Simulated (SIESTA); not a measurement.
Crystal: Ru.

```xyz
2
Lattice="2.7058 0.0000 0.0000 -1.3529 2.3433 0.0000 0.0000 0.0000 4.2819" Properties=species:S:1:pos:R:3 pbc="T T T"
Ru    1.3529    0.7811    3.2114
Ru    0.0000    1.5622    1.0705
```

Base run:

- Program: SIESTA 5.4.2
- Functional: PBEGcGxHEG
- Potentials or basis: PseudoDojo 0.4 standard (PBE files)
- Basis: DZP (energy shift 0.002 Ry)
- Grid cutoff: 800 Ry
- Energy shift: 0.002 Ry
- k mesh: 11 × 11 × 6
- Occupations: fermi-dirac, width 0.05 eV
- Spin: no spin polarisation

Its results: band gap on the k mesh none (metal or under the smearing width); pressure -9.4 GPa.

The run is repeated on the same cell with these changes: functional from PBEGcGxHEG to BLYP. What comes out?

Band gap on the k mesh none (metal or under the smearing width); pressure 20.2 GPa.

Caveats: semicore shells carry a single zeta, which can move pressures by several GPa and volumes by a few percent; the potentials were made for another functional, which shifts forces and pressure; the basis of atomic orbitals isn't converged, which shifts pressures, moduli and gaps; so large a pressure means that the cell lies far from this level's equilibrium, or that cutoff or potentials fall short (some runs).

Not every run made on this cell is shown here.
